Q: I grow PbS films on substrates that stretch or squeeze them in the plane. I want to know what that does to the gap, and whether the answer depends on which density functional the theorist happened to choose.

A: These are calculations for three functionals, all on the same strained cells. The column "strain" is the length change imposed along two cube axes, x and y. The thickness along z was relaxed with r2SCAN and then kept for the other two functionals, so with PBE some stress remains along z. The "band gap change" is counted from the unstrained cell of the same functional.

Rocksalt PbS strained equally along x and y, with z relaxed in r2SCAN; Ansatz 0.2.0, plane-wave PAW DFT, no spin polarisation. Strain is relative to the r2SCAN-relaxed cell, gap change and energy rise to the unstrained cell in the same functional. The k mesh is 6×6×6 for HSE06 and 8×8×8 for the others; the plane-wave cutoff is 500 eV for r2SCAN and 420 eV for the others.

```
functional  strain (%)  band gap (eV)  band gap change (eV)  energy rise per atom (meV)
     HSE06        -1.5          0.754                -0.123                         5.1
     HSE06           1          0.941                 0.065                         2.9
     HSE06           4          1.070                 0.194                        35.6
     HSE06           5          1.095                 0.218                        52.9
       PBE        -1.5          0.329                -0.105                        10.0
       PBE           1          0.489                 0.054                        -0.4
       PBE           4          0.591                 0.156                        22.7
       PBE           5          0.608                 0.174                        36.9
    r2SCAN        -1.5          0.581                -0.112                         6.0
    r2SCAN           1          0.749                 0.057                         2.4
    r2SCAN           4          0.854                 0.162                        34.5
    r2SCAN           5          0.871                 0.179                        51.8
```

Q: The gap widens when I stretch the film. In a semiconductor I would have guessed that pulling atoms apart weakens the bonds and closes the gap.

A: That guess fits a material whose highest filled level is bonding. Hydrogen, H₂, is the simplest case: two 1s levels couple and split into a filled bonding level and an empty antibonding one. Stretching the molecule weakens the coupling, the antibonding level comes down, the bonding one goes up, and the gap narrows.

PbS borrows one part of this picture, the antibonding level that comes down on stretching. Its highest filled level is itself antibonding: it is mostly sulfur p, pushed up by the lead s level beneath it. The lowest empty level is mostly lead p, pushed up in the same way by sulfur s. Both pushes weaken when the atoms move apart. In the simplest picture the gap follows the difference between them, and there the likeness to H₂ ends.

Q: Then why does the difference come out as a wider gap?

A: Because the filled level loses more. For two levels a distance Δ apart in energy, with a coupling t between them, the push is

push = √(t² + (Δ/2)²) − Δ/2

In the free atoms lead s lies close below sulfur p, while sulfur s lies far below lead p. If the two couplings are of similar size, the small Δ makes the push on the filled level the stronger one, and stretching takes more away from it. This is an argument from a simple model; the table shows the widening, not its cause.

The model also leaves something out. In the HSE06 run at +4 % the lowest empty level lies 1.5 eV below the other two lead p levels at the same point of the Brillouin zone, whereas the push from sulfur s alone would place it above them. Coupling between neighbouring lead atoms probably holds it down, and as that coupling fades on stretching, it should help to widen the gap. The same kind of coupling among sulfur atoms works the other way. So take the model for the likely direction, not for the size.

Q: My film is not stretched evenly, though. It gets wider and thinner.

A: It gets much wider and only a little thinner. At +5 % in the plane the thickness shrinks by about 1.2 %, so the volume still grows by 8.9 %. The change of shape matters less than you may fear, because both edges of the gap sit at the point L of the Brillouin zone, which lies along a cube diagonal. Stretching two cube axes and shrinking the third at fixed volume leaves the length of that diagonal unaltered to first order, and all four diagonals remain equivalent. For small strains, therefore, the gap should follow the volume. A film grown along a cube diagonal is a different case: there one diagonal differs from the other three, and shape counts from the start.

Q: Can I turn that into a formula?

A: Let V be the strained volume, V₀ the unstrained one, and v = ln(V/V₀). A straight line in v is too crude, so a square term is added, and HSE06 gets a slope of its own through h, which is 1 for HSE06 and 0 for the other two:

gap change = (3.58 + 0.50 h) v − 17.9 v²   (in eV)

Take r2SCAN at +4 %, where the thickness shrinks by 0.995 %:

V/V₀ = 1.04² × (1 − 0.00995) = 1.071, so v = 0.0684
gap change = 3.58 × 0.0684 − 17.9 × 0.0684² = 0.245 − 0.084 = 0.161 eV

The calculation gave 0.162 eV. That row was among the twelve to which the three constants were fitted, so the agreement shows that the form is suitable, not that it predicts. Over all rows the typical miss is about 3 meV, against 27 meV for the straight line; the printed output after this text has the details.

Q: Your square term is large. Stretching seems to pay less and less.

A: It does, in every functional. With r2SCAN the gap gains 0.075 eV per percent of strain on the way from −1.5 % to zero, but only 0.017 eV per percent between +4 and +5 %. The two pushes alone do not explain so steep a fall. If their couplings are similar and fade alike with distance, the slope should drop only modestly over such small changes of bond length, yet here more than three quarters of it is lost. The couplings between like atoms may contribute: those among lead atoms and those among sulfur atoms move the gap in opposite directions, and their balance can shift as the volume grows.

Another cause is the shape, which no longer drops out at larger strain. Once the cube is distorted, each edge of the gap mixes with neighbouring levels on its own side. The filled edge is then pushed up and the empty edge down, which narrows the gap whether the film is stretched or squeezed. From the level splittings at L in the HSE06 run at +4 %, I estimate this effect at a few hundredths of an eV, good only to the order of magnitude. The bending there is about 0.08 eV, so shape may supply a noticeable part of it, but how the two causes share it is untested. Cubic cells at the same volumes would settle the matter.

Q: Now the functional. The gaps themselves disagree badly.

A: They do: HSE06 lies above PBE by 0.42 eV at −1.5 % and by 0.49 eV at +5 %. Most of that disagreement is already there before any strain is applied, and it cancels when you take a change. What remains is modest. From the most squeezed to the most stretched film the gap rises by 0.28 eV with PBE, 0.29 eV with r2SCAN and 0.34 eV with HSE06.

The extra rise with HSE06 is systematic, since its slope near zero strain is about 14 % steeper than the common slope of the other two. I would not try to explain the difference of a few meV between PBE and r2SCAN, whose settings are not identical. Do compare changes in eV and not in percent. The PBE gap grows by more than four fifths of its starting value and the HSE06 gap by less than half, mainly because PBE starts from a much smaller gap.

Q: One entry looks wrong to me. With PBE, stretching by 1 % lowers the energy. Does the film want to be strained?

A: No, it wants to be larger. The cells were relaxed with r2SCAN, and PBE prefers a bigger one: in the unstrained cell it finds a pressure P of 0.94 GPa. Stretching lets that pressure do work. If both functionals are taken to be equally stiff, then for a volume change ΔV per atom

energy rise (PBE) ≈ energy rise (r2SCAN) − P ΔV

At +1 % this gives 2.4 − 2.7 = −0.3 meV, and the table has −0.4 meV.

The same term explains why squeezing costs more with PBE than with r2SCAN, 10.0 against 6.0 meV at −1.5 %. No constant was adjusted to the PBE energies, but the pressure is itself the slope of the PBE energy with volume, so the linear part had to agree. What the comparison tests is the assumption of equal stiffness. The estimate drifts at large strain, where equal stiffness is no longer quite right, and at +5 % it is 1 meV too high on 36.9 meV. For HSE06 the pressure is small and loosely converged, and at +5 % the correction does not improve the match.

Q: What may I use on the growth line?

A: Use the change, and think of volume first. If your film has two cube axes in its plane, a stretch of 1 % along both widens the gap by 0.05 to 0.07 eV, whichever of the three functionals you trust, and each further percent brings less. Between −1.5 and +5 % the formula will serve for interpolation; to get the volume, let the thickness change by about a quarter of the in-plane strain, in the opposite direction. Beyond +5 % it should not be used, because its square term soon turns the widening into a narrowing that no calculation here supports.

Do not use the gaps themselves as they stand. Spin-orbit coupling was left out, and in PbS it lowers the gap at L by some tenths of an eV, to give a rough recalled size. Using the changes assumes that this lowering stays nearly the same as the film is strained, which no run here tests. The squeezed PBE film, with 0.33 eV, is the most exposed: its gap might close or even invert, and the trend on that side could then change. At +4 and +5 % there is another caution, since the symmetry of the cells holds the atoms at the centres of their neighbours. Whether they would shift off centre in a film stretched that far is untested.

The analysis program printed:

```
fit of band_gap_change on 12 rows: coefficient of v 2.297 +/- 0.18, coefficient of hse*v 0.5001 +/- 0.32; rms 0.0272, worst r2SCAN 0.0508, leave-one-out rms 0.0315
fit of band_gap_change on 12 rows: coefficient of v 3.576 +/- 0.045, coefficient of v**2 -17.89 +/- 0.57, coefficient of hse*v 0.5001 +/- 0.032; rms 0.00258, worst PBE 0.00497, leave-one-out rms 0.00347
Strain, gap and energy:
     row  volume change %  gap gain eV per %  gap change less r2SCAN eV  curved model eV  stress term meV  energy model meV  energy miss meV
   HSE06           -2.628              0.082                     -0.011          -0.1212          -0.7938             5.206           0.1062
   HSE06            1.746              0.065                      0.008          0.06521           0.5275             2.927          0.02749
   HSE06            7.084              0.043                      0.032           0.1952             2.14             36.64             1.04
   HSE06            8.905              0.024                      0.039           0.2175             2.69             54.49             1.59
     PBE           -2.628               0.07                      0.007          -0.1079             4.11             10.11           0.1098
     PBE            1.746              0.054                     -0.003          0.05655           -2.731           -0.3312          0.06882
     PBE            7.084              0.034                     -0.006            0.161           -11.08             23.42           0.7213
     PBE            8.905              0.018                     -0.005           0.1749           -13.93             37.87           0.9743
  r2SCAN           -2.628            0.07467                          0          -0.1079                0                 6                0
  r2SCAN            1.746              0.057                          0          0.05655                0               2.4                0
  r2SCAN            7.084              0.035                          0            0.161                0              34.5                0
  r2SCAN            8.905              0.017                          0           0.1749                0              51.8                0
HSE06 gap less PBE gap at -1.5 % (eV): 0.425
HSE06 gap less PBE gap at +5 % (eV): 0.487
HSE06 gap rise from -1.5 to +5 % (eV): 0.341
PBE gap rise from -1.5 to +5 % (eV): 0.279
r2SCAN gap rise from -1.5 to +5 % (eV): 0.29
r2SCAN gain per % at first step over that at last step: 4.392
HSE06 slope at zero strain above the others (%): 13.98
bending at +4 % in the curved model (eV): 0.08381
tetragonal mixing at +4 %, order of magnitude only (eV): 0.02736
```
